**Q:** If I made a window from this crystal, what would it do to visible light?

Dielectric function of SiO2 (space group I-42d, conventional a = 5.027 Å, c = 7.379 Å), computed with Ansatz 0.2.0 using PBE and scalar-relativistic plane-wave PAW, cutoff 420 eV, 6×6×6 k mesh (1.5 times as dense for the spectrum) and 24 extra bands. Independent-particle, without local fields or excitons; curves broadened by 0.1 eV. The static constants have a numerical error of 0.4 %.

```
photon energy (eV)  dielectric imaginary xx  dielectric imaginary zz  dielectric real xx  dielectric real zz
                 0                        0                        0                2.33                2.31
               0.4                        0                        0                2.33                2.31
               0.8                        0                        0                2.33                2.31
               1.2                        0                        0                2.34                2.32
               1.6                        0                        0                2.35                2.33
                 2                        0                        0                2.36                2.34
               2.4                        0                        0                2.38                2.36
               2.8                        0                        0                2.40                2.38
               3.2                        0                        0                2.42                2.40
               3.6                        0                        0                2.45                2.43
                 4                        0                        0                2.49                2.47
               4.4                        0                        0                2.53                2.51
               4.8                        0                        0                2.58                2.56
               5.2                        0                        0                2.64                2.62
               5.6                        0                        0                2.72                2.69
                 6                        0                        0                2.82                2.79
               6.4                     0.01                     0.01                2.95                2.92
               6.8                     0.03                     0.03                3.12                3.09
               7.2                     0.06                     0.07                3.41                3.41
               7.6                     0.48                      0.5                3.68                3.60
                 8                     0.76                     0.77                3.74                3.65
               8.4                     1.06                     1.14                3.84                3.71
               8.8                     1.56                     1.27                4.00                3.56
               9.2                     2.15                     1.43                3.97                3.97
               9.6                      3.5                     3.32                3.16                3.92
                10                     2.58                     2.45                2.03                3.07
              10.4                      1.7                     4.12                1.89                0.99
              10.8                      2.3                      1.5                2.74                2.20
              11.2                     1.88                     2.38                1.78                2.42
              11.6                     1.97                     3.44                1.84                0.95
                12                     2.44                     2.04                1.67                0.74
              12.4                     1.59                     1.24                1.68                0.66
              12.8                     2.22                     1.29                1.96                1.39
              13.2                     1.79                     1.17                1.40                1.30
              13.6                     1.63                        1                1.70                1.56
                14                     1.84                     1.03                2.07                2.29
```

**A:** It would let the light through and bend it with a refractive index of about 1.5. The imaginary part of the dielectric function measures absorption, and it stays at zero far beyond violet light, whose photons carry about 3.2 eV. Strong absorption needs more than twice that energy. Where nothing is absorbed, the index is the square root of the real part. In the table, xx means light polarised across the crystal's c axis and zz light polarised along it.

**Q:** The same calculation puts the band gap at 5.73 eV. Why is there hardly any absorption at 6.4 eV?

**A:** The gap says where absorption may begin, not how strong it is. For xx the imaginary part is only 0.06 at 7.2 eV, then grows eightfold by 7.6 eV. One pair of parabolic bands with its edge at the gap would give almost no growth over that step, and only a factor of about 1.3 if the transition were forbidden at the edge itself. So something more must come into play there: further pairs of bands, flatter stretches of the same ones, or a coupling to light that grows quickly away from the band edge.

The weak start itself points to weak coupling to light. The gap is direct, at the zone centre, and the lowest empty states of silica form a light, steep band with few states near its bottom. Few states alone would not give this shape, though. An allowed edge rises at once like a square root and then levels off, whereas the xx rows read 0, 0.01, 0.03 and 0.06 from 6 to 7.2 eV and keep steepening. That is the shape expected if the transition at the edge is forbidden or nearly so and gains strength away from it. I infer this from the shape, without having looked at the transition strengths themselves. For practical use, the lesson is that a gap read from the steep rise would come out more than 1 eV too large.

**Q:** If visible light isn't absorbed, why does the crystal slow it down at all?

**A:** Think of a mass on a spring that is pushed to and fro more slowly than it would swing by itself. It follows the push and takes up no energy on average, yet it moves. The electrons follow the light's field in the same way, and this motion lifts the real part above 1. As the push comes closer to the natural frequency, the mass swings further, which is why the index is larger for violet than for red light. The picture has a limit: a spring has one natural frequency, while the crystal absorbs over a wide range.

**Q:** Can one spring still stand in for all of them?

**A:** Well below the absorption it can. For a mass without friction, the swing is proportional to 1/(E₀² − E²), where E is the photon energy and E₀ the spring's own energy. With ε for the real part, this gives

ε(E) − 1 = (ε(0) − 1) / (1 − E²/E₀²).

The xx values at 0 and 4 eV are 2.33 and 2.49, so the ratio of the two excesses over 1 is 1.33/1.49 = 0.89. Then E²/E₀² is 1 − 0.89 = 0.11, and E₀ = 4 eV/√0.11, or about 12 eV.

That is about twice the gap. A spring placed at the gap itself would give 3.58 at 4 eV, far above the table's 2.49. The index therefore follows the bulk of the strong absorption and takes little notice of the first weak transitions.

The two rows that set E₀ agree by construction, so the others have to judge it. At 5.6 eV the spring gives 2.69 where the table has 2.72, which is good. At 7.2 eV it gives 3.06 against 3.41, because the nearest real transitions now respond much more strongly than an average one at 12 eV.

**Q:** Which part of the absorption matters most for the index, then?

**A:** That depends on whether you ask for its size or for its change with colour. The Kramers–Kronig relation adds up all the springs: the static real part less 1 equals 2/π times the integral of the imaginary part divided by photon energy. Static here means the electrons' response alone; lattice vibrations, which are left out, raise the crystal's true low-frequency constant. Summed over the rows, absorption below 14 eV supplies roughly half of it, in both directions. The rest comes from still higher energies, as far as the 24 extra bands reach. The sum is coarse: for zz, taking only every second row gives 49 or 60 %, depending on where one starts.

The change with colour has a different origin. Between 0 and 4 eV the real part for xx rises by 0.16, and about 0.13 of this comes from absorption below 14 eV. A distant spring hardly notices whether the push is slow or a little faster, whereas a near one does. Far-ultraviolet transitions thus help to set the level of the index, and the nearer ones set most of its slope. The program obeys the same relation, so this sum shows where the index comes from and is no independent test of it.

**Q:** PBE is known to make gaps too small. What would change if the gap were right?

**A:** For silica the gap is too small by roughly 3 eV, so the real crystal starts to absorb at higher energy than the table says. The index would fall too, because stiffer springs give way less. To estimate by how much, I move all absorption below 14 eV up by 3 eV and keep the electrons' displacement in each transition unchanged. The higher transitions are either left alone or shifted as if they all lay at 14 eV, which brackets their effect.

The static constant for xx then drops from 2.33 to between 2.06 and 2.16. This is an estimate for one error alone, and the calculation also leaves out local fields and the attraction between electron and hole. The direction is useful beyond this crystal: if strong absorption of similar strength lies higher, the index is smaller and varies less with colour.

**Q:** At 10.4 eV the zz absorption is more than twice the xx absorption. Is the crystal strongly birefringent?

**A:** Not for visible light. The static constants are 2.33 and 2.31, since the integral runs over all transitions and a surplus at one energy is offset at others. Even this small difference is tentative: it amounts to 0.019, only about twice the stated numerical error of either constant.

I would trust the peak at 10.4 eV still less. The zz values there run 2.45, 4.12 and 1.50 in neighbouring rows, and the curve is broadened by much less than the spacing of the rows. Its height and exact place could shift on a denser k mesh. Nor should it be matched to silica's measured strong peak near 10 eV, which is shaped by the attraction between electron and hole that this calculation leaves out. What holds is the broad pattern: a clear window, a weak start and then strong absorption. The energy at which it turns strong, about 9 eV here, is pulled down by PBE's small gap. Adding the full 3 eV would overshoot, though, because the missing attraction between electron and hole is expected to move strong absorption back down. The sums and estimates used here are printed below.

Printed output of the fit:

```
Static refractive index for xx: 1.525
Growth factor of imaginary xx from 7.2 to 7.6 eV: 8
Smallest such factor that rounding allows: 7.308
Same factor from one allowed parabolic band pair: 1.013
Same factor from one forbidden parabolic band pair: 1.289
Share of static xx constant less one from absorption below 14 eV in percent: 55.18
Share of static zz constant less one from absorption below 14 eV in percent: 54.92
The zz share from every second row starting at 0 eV in percent: 60.44
The zz share from the other rows in percent: 49.39
Rise of real xx from 0 to 4 eV: 0.1644
Part of this rise from absorption below 14 eV: 0.1339
Upper bound of the rise with all the rest placed at 14 eV: 0.1868
Energy of the single oscillator set from 0 and 4 eV (eV): 12.04
Real xx at 5.6 eV from this oscillator: 2.691
Real xx at 7.2 eV from this oscillator: 3.063
Real xx at 4 eV from an oscillator placed at the gap: 3.583
Static xx constant after a 3 eV upward shift (lower estimate): 2.058
Static xx constant after a 3 eV upward shift (upper estimate): 2.163
Ratio of imaginary zz to xx at 10.4 eV: 2.424
Static constant xx less zz: 0.01906
Stated error of the static xx constant: 0.008837
```
